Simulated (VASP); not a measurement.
# SnSe in VASP: a series of runs

The runs below take SnSe through single point, with HSE06.

Program: VASP 6.6.1. These are calculated values, not measurements. Logs are shortened: lines on timing, memory, paths and dates and some standing lists are left out, and cuts for length are marked.

### 1 Starting point

The cell holds a slab with vacuum, 4 atoms: a = 4.285 Å, b = 4.285 Å, c = 10.991 Å, α = 90.00°, β = 90.00°, γ = 90.00°.

### 2 Single point, HSE06

File POSCAR:

```
SnSe
1.0
    4.2853274191      0.0000000000      0.0000000000
    0.0000000000      4.2853274191      0.0000000000
    0.0000000000      0.0000000000     10.9906921300
Sn Se
2 2
Direct
    0.0000000000      0.5000000000      0.6277708900
    0.5000000000      0.0000000000      0.3722291100
    0.0000000000      0.5000000000      0.3839605100
    0.5000000000      0.0000000000      0.6160394900
```

File INCAR.step1:

```
  PREC = Accurate
  ENCUT = 500
  EDIFF = 1E-5
  ISMEAR = 0
  SIGMA = 0.01
  LREAL = False
  LASPH = True
  NELM = 100
  ALGO = Normal
  ISIF = 2
  LWAVE = True
  LCHARG = False
  NKRED = 1
  NBANDS = 28
  GGA = PE
```

File INCAR.step2:

```
  PREC = Accurate
  ENCUT = 500
  EDIFF = 1E-6
  ISMEAR = 0
  SIGMA = 0.01
  LREAL = False
  LASPH = True
  NELM = 100
  ALGO = Normal
  ISIF = 2
  LWAVE = False
  LCHARG = False
  GGA = PE
  LHFCALC = True
  HFSCREEN = 0.2
  PRECFOCK = Fast
  NKRED = 1
  NBANDS = 28
  ISTART = 1
```

File KPOINTS:

```
Automatic mesh
0
Gamma
  3 3 1
```

Potentials or basis: VASP PAW PBE potentials, release 64 (Sn_d, Se).

Launch:

```console
cat potpaw_PBE.64/Sn_d/POTCAR potpaw_PBE.64/Se/POTCAR > POTCAR
cp INCAR.step1 INCAR
mpirun -np 1 vasp_std > vasp.out
cp INCAR.step2 INCAR
mpirun -np 1 vasp_std > vasp.out
```

OUTCAR:

```text
PREC = Accurate
   ENCUT = 500
   EDIFF = 1E-6
   ISMEAR = 0
   LREAL = False
   LASPH = True
   NELM = 100
   ISIF = 2
   GGA = PE
   LHFCALC = True
   HFSCREEN = 0.2
   PRECFOCK = Fast
   NKRED = 1
   ISTART = 1

 Found      3 irreducible k-points:

 Following reciprocal coordinates:
            Coordinates               Weight
  0.000000  0.000000  0.000000      1.000000
  0.333333  0.000000  0.000000      4.000000
  0.333333  0.333333  0.000000      4.000000
   k-points           NKPTS =      3   k-points in BZ     NKDIM =      9   number of bands    NBANDS=     28
   number of dos      NEDOS =    301   number of ions     NIONS =      4
   total plane-waves  NPLWV =  81920
   dimension x,y,z NGX =    32 NGY =   32 NGZ =   80
   dimension x,y,z NGXF=    64 NGYF=   64 NGZF=  160
   ions per type =               2   2
   NGX,Y,Z   is equivalent  to a cutoff of  12.41, 12.41, 12.10 a.u.
   NGXF,Y,Z  is equivalent  to a cutoff of  24.83, 24.83, 24.20 a.u.
 SYSTEM =  unknown system
   PREC   = accura    normal or accurate (medium, high low for compatibility)
   ISTART =      1    job   : 0-new  1-cont  2-samecut
   ICHARG =      0    charge: 1-file 2-atom 10-const
   ISPIN  =      1    spin polarized calculation?
   LNONCOLLINEAR =      F non collinear calculations
   LSORBIT =      F    spin-orbit coupling
   LASPH  =      T    aspherical Exc in radial PAW
   ENCUT  =  500.0 eV  36.75 Ry    6.06 a.u.   7.81  7.81 20.04*2*pi/ulx,y,z
   NELM   =    100;   NELMIN=  2; NELMDL=  0     # of ELM steps
   EDIFF  = 0.1E-05   stopping-criterion for ELM
   LREAL  =      F    real-space projection
   EDIFFG = 0.1E-04   stopping-criterion for IOM
   NSW    =      0    number of steps for IOM
   IBRION =     -1    ionic relax: 0-MD 1-quasi-New 2-CG
   NFREE  =      0    steps in history (QN), initial steepest desc. (CG)
   ISIF   =      2    stress and relaxation
   ISYM   =      3    0-nonsym 1-usesym 2-fastsym
   POTIM  = 0.5000    time-step for ionic-motion
   TEBEG  =    0.0;   TEEND  =   0.0 temperature during run
   PSTRESS=    0.0 pullay stress
   NELECT =      40.0000    total number of electrons
   NUPDOWN=      -1.0000    fix difference up-down
   EMIN   =  10.00;   EMAX   =-10.00  energy-range for DOS
   EFERMI =   0.00;   METHOD = LEGACY
   ISMEAR =     0;   SIGMA  =   0.01  broadening in eV -4-tet -1-fermi 0-gaus
   EFERMI_NEDOS =   21; number of points for ismear=-14 and -15
   IALGO  =     38    algorithm
   IMIX   =      1    mixing-type and parameters
     AMIX     =   0.40;   BMIX     =  1.00
     AMIX_MAG =   1.60;   BMIX_MAG =  1.00
  volume/ion in A,a.u.               =      50.46       340.51
  Fermi-wavevector in a.u.,A,eV,Ry     =   0.954473  1.803693 12.395171  0.911019
  Thomas-Fermi vector in A             =   2.083223
   LORBIT       =      0    0 simple, 1 ext, 2 COOP (PROOUT), +10 PAW based schemes
   GGA     = PE    functional components
   LHFCALC =     T    Hartree Fock is set to
   PRECFOCK=fast      Normal, Fast or Accurate (Low or Medium for compatibility)
   ENCUT4O =  -1.0   cutoff for four orbital integrals eV
   NKREDX  =     1    reduce k-point grid by
   NKREDY  =     1    reduce k-point grid by
   NKREDZ  =     1    reduce k-point grid by
   AEXX    =    0.2500 exact exchange contribution
   HFSCREEN=    0.2000 screening length (either q_TF or 0.3 A-1)
   HFSCREENC=   0.2000 screening length for correlation (either q_TF or 0.3 A-1)
   ENCUTFOCK=  -1.0 apply spherical cutoff to Coloumb kernel
   IVDW    =     0    specifies the selected vdW correction
   LEPSILON=     F    determine dielectric tensor
   LRPA    =     F    only Hartree local field effects (RPA)
 non-spin polarized calculation
 Gauss-broadening in eV      SIGMA  =   0.01
  energy-cutoff  :      500.00
  volume of cell :      201.83
 maximum number of plane-waves:      5127
 NGX is ok and might be reduce to    32
  NGX = 18; NGY = 18; NGZ = 48

 number of electron      40.0000034 magnetization

 Free energy of the ion-electron system (eV)
  ---------------------------------------------------
  ext. energy  EPLUGINS =         0.00000000
  ---------------------------------------------------
  free energy    TOTEN  =       -19.56213680 eV

  energy without entropy =      -19.56213680  energy(sigma->0) =      -19.56213680

 E-fermi :   0.3538     XC(G=0):  -5.1070

 val. band max:        0.2780587187   @ k =   0.3333   0.0000   0.0000
 cond. band min:       2.3150793319   @ k =   0.3333   0.0000   0.0000
 fundamental gap:      2.0370206132
 Fermi energy:         0.3538220057

 k-point     1 :       0.0000    0.0000    0.0000
  band No.  band energies     occupation
      1     -22.9816      2.00000
      2     -22.9788      2.00000
      3     -22.9761      2.00000
      4     -22.9720      2.00000
      5     -22.9638      2.00000
      6     -22.9335      2.00000
[... 20 lines left out ...]
     27       6.7422      0.00000
     28       6.9961      0.00000

 k-point     2 :       0.3333    0.0000    0.0000
  band No.  band energies     occupation
      1     -22.9842      2.00000
      2     -22.9809      2.00000
      3     -22.9745      2.00000
      4     -22.9714      2.00000
      5     -22.9507      2.00000
      6     -22.9360      2.00000
[... 20 lines left out ...]
     27       5.7432      0.00000
     28       7.3839      0.00000

 k-point     3 :       0.3333    0.3333    0.0000
  band No.  band energies     occupation
      1     -22.9945      2.00000
      2     -22.9938      2.00000
      3     -22.9655      2.00000
      4     -22.9640      2.00000
      5     -22.9402      2.00000
      6     -22.9348      2.00000
[... 20 lines left out ...]
     27       6.3223      0.00000
     28       7.1283      0.00000

------------------------ aborting loop because EDIFF is reached ----------------------------------------

  FORCE on cell =-STRESS in cart. coord.  units (eV):
  Direction    XX          YY          ZZ          XY          YZ          ZX
  --------------------------------------------------------------------------------------
  -------------------------------------------------------------------------------------
  Total       -0.6317983     -0.6317983      0.8469710      0.0000000      0.0000000      0.0000000
  in kB       -5.0152892     -5.0152892      6.7233551      0.0000000      0.0000000      0.0000000
  external PRESSURE =      -1.1024078 kB  Pullay stress =       0.0000000 kB

 VOLUME and BASIS-vectors are now :
 -----------------------------------------------------------------------------
  energy-cutoff  :      500.00
  volume of cell :      201.83
      direct lattice vectors                 reciprocal lattice vectors
     4.285327419  0.000000000  0.000000000     0.233354398  0.000000000  0.000000000
     0.000000000  4.285327419  0.000000000     0.000000000  0.233354398  0.000000000
     0.000000000  0.000000000 10.990692130     0.000000000  0.000000000  0.090986081

 POSITION                                       TOTAL-FORCE (eV/Angst)
 -----------------------------------------------------------------------------------
      0.00000      2.14266      6.89964         0.000000      0.000000      0.036727
      2.14266      0.00000      4.09106         0.000000      0.000000     -0.036727
      0.00000      2.14266      4.21999        -0.000000      0.000000     -0.369343
      2.14266      0.00000      6.77070         0.000000     -0.000000      0.369343
 -----------------------------------------------------------------------------------
    total drift:                                0.000000      0.000000      0.000000

  FREE ENERGIE OF THE ION-ELECTRON SYSTEM (eV)
  ---------------------------------------------------
  free  energy   TOTEN  =       -19.5621367999 eV

  energy  without entropy=      -19.5621367999  energy(sigma->0) =      -19.56213680
```

It took 98 s on 1 thread of AMD EPYC 9R45 (Zen 5), shared host; peak memory 0.33 GiB.

These settings aren't checked as converged: the numbers below hold their error.

Results:

```yaml
Free_energy: -19.5621 eV
Largest_force: 0.369 eV/Å
Band_gap_on_the_k_mesh: 2.04 eV, direct
```

Caveat: the k mesh is coarse (spacing up to 0.49 Å⁻¹), so the values aren't converged, least of all with exact exchange; the PAW data sets were made with another functional, which shifts forces and pressure a little; spin-orbit coupling is left out, which moves the levels of the heavy elements.

### 3 Single point, HSE06

POSCAR is that of step 2.

Edit INCAR.step1 of step 2 so:

```diff
@@ -1,3 +1,3 @@
   PREC = Accurate
-  ENCUT = 500
+  ENCUT = 350
   EDIFF = 1E-5
```

Edit INCAR.step2 of step 2 so:

```diff
@@ -1,3 +1,3 @@
   PREC = Accurate
-  ENCUT = 500
+  ENCUT = 350
   EDIFF = 1E-6
```

File KPOINTS:

```
Automatic mesh
0
Gamma
  4 4 2
```

Potentials or basis: VASP PAW PBE potentials, release 64 (Sn_d, Se).

Launch:

```console
cat potpaw_PBE.64/Sn_d/POTCAR potpaw_PBE.64/Se/POTCAR > POTCAR
cp INCAR.step1 INCAR
mpirun -np 1 vasp_std > vasp.out
cp INCAR.step2 INCAR
mpirun -np 1 vasp_std > vasp.out
```

OUTCAR:

```text
PREC = Accurate
   ENCUT = 350
   EDIFF = 1E-6
   ISMEAR = 0
   LREAL = False
   LASPH = True
   NELM = 100
   ISIF = 2
   GGA = PE
   LHFCALC = True
   HFSCREEN = 0.2
   PRECFOCK = Fast
   NKRED = 1
   ISTART = 1

 Found     12 irreducible k-points:

 Following reciprocal coordinates:
            Coordinates               Weight
  0.000000  0.000000  0.000000      1.000000
  0.250000  0.000000  0.000000      4.000000
  0.500000  0.000000  0.000000      2.000000
  0.250000  0.250000  0.000000      4.000000
  0.500000  0.250000  0.000000      4.000000
  0.500000  0.500000  0.000000      1.000000
   k-points           NKPTS =     12   k-points in BZ     NKDIM =     32   number of bands    NBANDS=     28
   number of dos      NEDOS =    301   number of ions     NIONS =      4
   total plane-waves  NPLWV =  54880
   dimension x,y,z NGX =    28 NGY =   28 NGZ =   70
   dimension x,y,z NGXF=    56 NGYF=   56 NGZF=  140
   ions per type =               2   2
   NGX,Y,Z   is equivalent  to a cutoff of  10.86, 10.86, 10.59 a.u.
   NGXF,Y,Z  is equivalent  to a cutoff of  21.72, 21.72, 21.18 a.u.
 SYSTEM =  unknown system
   PREC   = accura    normal or accurate (medium, high low for compatibility)
[... 60 lines left out ...]
  ext. energy  EPLUGINS =         0.00000000
  ---------------------------------------------------
  free energy    TOTEN  =       -19.51221789 eV

  energy without entropy =      -19.51221789  energy(sigma->0) =      -19.51221789

 E-fermi :   0.2115     XC(G=0):  -5.0989

 val. band max:        0.1630465907   @ k =   0.5000   0.0000   0.0000
 cond. band min:       2.3378748332   @ k =   0.0000   0.0000   0.5000
 fundamental gap:      2.1748282424
 Fermi energy:         0.2115397505

 k-point     1 :       0.0000    0.0000    0.0000
  band No.  band energies     occupation
      1     -22.9533      2.00000
      2     -22.9510      2.00000
      3     -22.9479      2.00000
      4     -22.9440      2.00000
      5     -22.9251      2.00000
      6     -22.8947      2.00000
[... 175 lines left out ...]
     27       7.7436      0.00000
     28       7.7436      0.00000

 [... further k-points ...]
[... 5 lines left out ...]
  --------------------------------------------------------------------------------------
  -------------------------------------------------------------------------------------
  Total       -0.3882101     -0.3882101     -0.6760624      0.0000000      0.0000000      0.0000000
  in kB       -3.0816573     -3.0816573     -5.3666627      0.0000000      0.0000000      0.0000000
  external PRESSURE =      -3.8433257 kB  Pullay stress =       0.0000000 kB

 VOLUME and BASIS-vectors are now :
 -----------------------------------------------------------------------------
  energy-cutoff  :      350.00
  volume of cell :      201.83
      direct lattice vectors                 reciprocal lattice vectors
     4.285327419  0.000000000  0.000000000     0.233354398  0.000000000  0.000000000
     0.000000000  4.285327419  0.000000000     0.000000000  0.233354398  0.000000000
     0.000000000  0.000000000 10.990692130     0.000000000  0.000000000  0.090986081

 POSITION                                       TOTAL-FORCE (eV/Angst)
 -----------------------------------------------------------------------------------
      0.00000      2.14266      6.89964         0.000000      0.000000     -0.098493
      2.14266      0.00000      4.09106        -0.000000      0.000000      0.098493
      0.00000      2.14266      4.21999        -0.000000      0.000000      0.085352
      2.14266      0.00000      6.77070         0.000000      0.000000     -0.085352
 -----------------------------------------------------------------------------------
    total drift:                                0.000000     -0.000000     -0.000000

  FREE ENERGIE OF THE ION-ELECTRON SYSTEM (eV)
  ---------------------------------------------------
  free  energy   TOTEN  =       -19.5122178934 eV

  energy  without entropy=      -19.5122178934  energy(sigma->0) =      -19.51221789
```

OUTCAR.step1:

```text
PREC = Accurate
   ENCUT = 350
   EDIFF = 1E-5
   ISMEAR = 0
   LREAL = False
[... 300 lines left out ...]
      0.00000      2.14266      6.89964        -0.000000      0.000000      0.108313
      2.14266      0.00000      4.09106         0.000000      0.000000     -0.108313
      0.00000      2.14266      4.21999         0.000000      0.000000     -0.188097
      2.14266      0.00000      6.77070        -0.000000     -0.000000      0.188097
 -----------------------------------------------------------------------------------
    total drift:                                0.000000      0.000000      0.000000

  FREE ENERGIE OF THE ION-ELECTRON SYSTEM (eV)
  ---------------------------------------------------
  free  energy   TOTEN  =       -16.2822277750 eV

  energy  without entropy=      -16.2822277750  energy(sigma->0) =      -16.28222778
```

It took 11 min on 1 thread of AMD EPYC 9R45 (Zen 5), shared host; peak memory 0.32 GiB.

The run converged, but some of its settings lie outside the range that counts as converged, so its numbers aren't taken as properties of the slab.

Results:

- Free energy: -19.5122 eV
- Largest force: 0.098 eV/Å
- Band gap on the k mesh: 2.17 eV, indirect (least direct gap 2.20 eV)

Caveat: the PAW data sets were made with another functional, which shifts forces and pressure a little; spin-orbit coupling is left out, which moves the levels of the heavy elements.

(Continued in part 2 of 2.)
